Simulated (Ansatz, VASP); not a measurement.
# Two plane-wave programs on Pt

```xyz
1
Lattice="0.0000 1.9467 1.9467 1.9467 0.0000 1.9467 1.9467 1.9467 0.0000" Properties=species:S:1:pos:R:3 pbc="T T T"
Pt    0.0000    0.0000    0.0000
```

Alike in both runs: task relaxation of cell and atoms; functional LDA; k mesh 16 × 16 × 16; occupations fermi-dirac, width 0.15 eV; no spin polarisation.

|  | VASP | Ansatz |
| --- | --- | --- |
| version | VASP 6.6.1 | Ansatz 0.2.0 |
| potentials or method | VASP PAW LDA potentials, release 64 (Pt) | scalar-relativistic, plane waves, PAW |
| plane-wave cutoff (eV) | 600 | 600 |
| valence electrons in the cell | 10 | 18 |

Ansatz gave:

```
gap on the k mesh at the Fermi level, each at its own relaxed structure (eV) : none
relaxed volume (Å³/atom)                                                     : 14.79
relaxed cell length with the largest relative difference (Å)                 : 2.755
```

What did VASP give for the same quantities?

gap on the k mesh at the Fermi level, each at its own relaxed structure (eV): none; relaxed volume (Å³/atom): 14.84; relaxed cell length with the largest relative difference (Å): 2.758.

A gap of «none» marks a metal or a gap that the smearing closes. The two sets of potentials don't hold the same shells in valence. Ansatz warned: «pseudo_functional_mismatch».

The runs have no spin-orbit coupling, so splittings on Pt are missing.
